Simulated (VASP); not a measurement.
Input of a VASP 6.6.1 run:

Contents of INCAR:

```
ALGO = Normal
EDIFF = 1E-6
ENCUT = 450
GGA = PS
ISIF = 2
ISMEAR = 0
LASPH = T
LCHARG = F
LORBIT = 11
LREAL = F
LWAVE = F
NBANDS = 23
NELM = 150
PREC = Accurate
SIGMA = 0.05
```

Contents of KPOINTS:

```
k-points
0
Gamma
  9 9 5
```

File POSCAR:

```
CoO
1.0
    0.0000000000      2.1315016600      2.1315016600
    2.1315016600      0.0000000000      2.1315016600
    4.2630033200      4.2630033200      0.0000000000
Co O
2 2
Direct
    0.0000000000      0.0000000000      0.0000000000
    0.0000000000      0.0000000000      0.5000000000
    0.5000000000      0.5000000000      0.2500000000
    0.5000000000      0.5000000000      0.7500000000
```

Potentials or basis: VASP PAW PBE potentials, release 64 (Co, O).

The run is started by

```console
$ cat potpaw_PBE.64/Co/POTCAR potpaw_PBE.64/O/POTCAR > POTCAR
$ mpirun -np 1 vasp_std > vasp.out
```

Question: What does it give for the band gap on the k mesh?

Answer: None (metal or under the smearing width).

Caveat: the run has no spin polarisation, though such a crystal can be magnetic; semilocal functionals often make such compounds metallic where correlation or magnetic order opens a gap, which also shifts bond lengths. With open d or f shells a metallic result of PBEsol can be an artefact of self-interaction; +U or a hybrid may open a gap.
